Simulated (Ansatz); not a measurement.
Formation energy of AlN

Computed with Ansatz (plane waves, PAW, 420 eV cutoff): PBEsol, scalar-relativistic, no spin polarisation, Γ-centred 14×14×14 mesh, 0.05 eV Gaussian smearing; PAW files: Ansatz's generated set soft_2.

The chain of runs began from a cell as deposited in COD, expanded in volume.

It takes space group Fm-3m (No. 225, cubic). The conventional cell has a = 4.045 Å, b = 4.045 Å, c = 4.045 Å, α = 90.00°, β = 90.00°, γ = 90.00°. Al (site symmetry m-3m) is surrounded by 6 N at 2.02 Å. Around N (site symmetry m-3m) lie 6 Al at 2.02 Å. (Shells end 15 % past the nearest neighbour.)

The elements were computed in their standard states (gases as isolated molecules) with the same datasets, cutoff and functional. Total energies depend on the potentials used, so only differences within one code and one set of settings carry meaning.

Energy of the relaxed cell (2 atoms, smearing extrapolated to zero): -905.753 eV. Elements, in eV/atom: Al -524.545, N -378.472.

Question: What is the formation energy?

Answer: [-905.753 − (1 × -524.545 + 1 × -378.472)] / 2 = -1.37 eV/atom, or -132 kJ per mole of atoms.

The value is for 0 K, without zero-point energy and without any correction for the binding of gas molecules. The functional's error in the binding of N₂ enters directly. A negative value shows stability against the elements alone, not against other compounds or structures.

Formal charges Al³⁺, N³⁻ balance and leave closed shells on every ion, so a band insulator is expected, and the gap is 4.55 eV.

Semilocal functionals underestimate band gaps, commonly by a third or more.
